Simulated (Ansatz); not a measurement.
# Computed properties of MnO

```yaml
crystal:
  lattice:
    - [0.00000, 2.40015, 2.40015]
    - [2.40015, 0.00000, 2.40015]
    - [2.40015, 2.40015, 0.00000]
  atoms:
    - { symbol: Mn, position: [0.00000, 0.00000, 0.00000] }
    - { symbol: O, position: [0.25000, 0.25000, 0.25000] }
```

Atom numbers follow the list: Mn1, O2.

The cell was built from the zincblende type and relaxed in the same program, and has space group F-43m; it needn't be a known or the stable phase.

Semilocal functionals without U often leave such compounds metallic or with too small a gap, and the real magnetic order may differ.

Other magnetic orders may lie lower; this is the state that the run reached.

All numbers are computed: DFT, PBE, all-electron LAPW, scalar-relativistic (Ansatz 0.2.0); DFT, PBE, PAW with Ansatz's default frozen-core files, scalar-relativistic (Ansatz 0.2.0); DFT, PBE, all-electron PAW with datasets made for the crystal, scalar-relativistic (Ansatz 0.2.0).

For LAPW: a Γ-centred 14×14×14 k mesh, Fermi–Dirac smearing of 0.05 eV, basis error target 0.5 meV/atom, spin-polarised from start moments Mn1 4 μB. PAW takes a cutoff of 420 eV at this cell. The crystal-made all-electron datasets (AE datasets) take a cutoff of 400 eV at this cell. The Ansatz runs share mesh, smearing and spin set-up. Values come from LAPW unless marked.

```
Moment of the cell                                                                                                     : 5.00 μB
Löwdin charges (with 0.15 e of the cell spilling out of the atomic basis, so their sizes and signs hang on that basis) : Mn1 1.22, O2 -1.07 e
Moments in the spheres                                                                                                 : Mn1 4.32, O2 0.22 μB
Bader charges (from the PAW run)                                                                                       : Mn1 +1.35, O2 -1.35 e
Volume per atom                                                                                                        : 13.83 Å³
Pressure at this cell                                                                                                  : 0.02 GPa
```

Give the computed value. Density of states at the Fermi level (0.2 eV bin).

0.15 states/eV per cell.

Band gap: what does the calculation give?

None at this level of theory (metallic, semimetallic, or a small gap that the functional closes).

Give the computed value. Contact hyperfine fields (crystal-made datasets).

Mn1 -20.5, O2 15.6 T, core polarisation included, positive along the moment of the spin-up electrons.
